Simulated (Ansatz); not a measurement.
Consider the substitution at a C–C bond: `CCCCCC(C#N)C#N` + H₂S → `CCCCCS` + `N#CCC#N`.

Program: Ansatz. Geometries: PBE0-D4/def2-TZVP. ΔE: electronic, gas phase. CCSD(T)/CBS adds triple-zeta CCSD(T) − MP2 to the extrapolated MP2 energy (def2 sets, frozen cores). This one scheme is used for every species. Functionals use def2-TZVPP. One conformer a species, not always the lowest.

```tsv
level	ΔE (eV)
LDA (SPW92)	0.19
PBE0-D4	0.17
ωB97X-V	0.21
CCSD/def2-SVP	0.29
```

Question: What does CCSD(T)/CBS give? (Estimate.)

Answer: The calculation gave: +0.23 eV. The listed levels differ from it by -0.04, -0.06, -0.02, 0.06 eV.

Largest T1 diagnostic among the species: 0.014.

From PBE to PBE0 (25 % exact exchange), in def2-TZVPP and without D4, ΔE moves by +0.03 eV. Leaving LDA and LC-ωPBE aside and taking each functional with its dispersion term where it has one, the values, not all of them listed here, spread over 0.08 eV, from revPBE-D4 to ωB97X-V. LDA lies +0.08 eV from PBE without D4.

CCSD(T)/CBS has its own doubt, a few kJ/mol and more with outer-core shells, so smaller differences from it don't rank the levels.
